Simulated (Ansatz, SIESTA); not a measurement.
## One calculation of TiAl3, 3 ways

```
Ti Al
1.0
    -1.91111    1.91111    4.28067
     1.91111   -1.91111    4.28067
     1.91111    1.91111   -4.28067
Ti Al
1 3
Direct
  0.00000 0.00000 0.00000
  0.25000 0.75000 0.50000
  0.75000 0.25000 0.50000
  0.50000 0.50000 0.00000
```

The cell comes from a database or a generator and needn't be the stable form of this composition.

Alike in all runs: task band structure; functional LDA; k mesh 10 × 10 × 10; occupations fermi-dirac, width 0.05 eV; no spin polarisation; no spin-orbit coupling. LDA stands for any of its common fits. Pressure is positive in compression and, in plane waves, holds the error of the finite cutoff, which Ansatz's Pulay term estimates and takes out.

| program and potentials | plane-wave cutoff (eV) | notes | pressure (GPa) |
| --- | --- | --- | --- |
| Ansatz, Ansatz PAW | 420 | potentials made for PBE, which Ansatz adapts in part; Pulay term of +0.06 GPa included | -3.49 |
| SIESTA, files PseudoDojo sr-lda-0.4.1-standard, DZP (energy shift 0.003 Ry; two zetas on semicore shells) | - | atomic basis | -3.29 |
| Ansatz, all-electron LAPW, scalar-relativistic | - | - | -3.52 |

The pressure spans -3.52 (Ansatz, all-electron LAPW, scalar-relativistic) to -3.29 GPa (SIESTA, files PseudoDojo sr-lda-0.4.1-standard, DZP (energy shift 0.003 Ry; two zetas on semicore shells)), with all-electron results at -3.52. Rows in atomic bases carry the error of their basis and grid, which can be large.

The functional is the same throughout but for its coding, so the spread measures potentials, basis and numerics; runs on potential files found faulty are left out.
